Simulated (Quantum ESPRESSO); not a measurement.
Crystal: AgCl (Chlorargyrite).

```
Ag Cl
1.0
     0.00000    2.73500    2.73500
     2.73500    0.00000    2.73500
     2.73500    2.73500    0.00000
Ag Cl
1 1
Direct
  0.00000 0.00000 0.00000
  0.50000 0.50000 0.50000
```

```yaml
Program: Quantum ESPRESSO 7.5
Task: phonons
Functional: PBE
Potentials_or_basis: SG15 PBE 1.2
Cutoff: 952 eV
Density_cutoff: 3810 eV
k_mesh: 4 × 4 × 4, shifted
Occupations: fermi-dirac, width 0.05 eV
Spin: no spin polarisation
Mixing_beta: 0.5
Most_SCF_iterations: 120
SCF_threshold: 4e-10 Ry
```

The first run showed a gap, so the response started from a second, tighter run with fixed occupations.

The run gives a transverse optical frequency of 129 cm⁻¹, an electronic dielectric constant of 5.14 and Born charges of ±1.43 e.

Q: What are the longitudinal frequency and the static dielectric constant?

A: The longitudinal mode lies at 186 cm⁻¹, 57 cm⁻¹ over the transverse one, and the static constant is 10.65. The two agree with the Lyddane-Sachs-Teller relation: (186/129)² = 2.08 and 10.65/5.14 = 2.07.

Caveat: this potential file gives levels or pressures that part from those of other sets; the cell is more than 3 GPa from zero pressure, which shifts response properties.
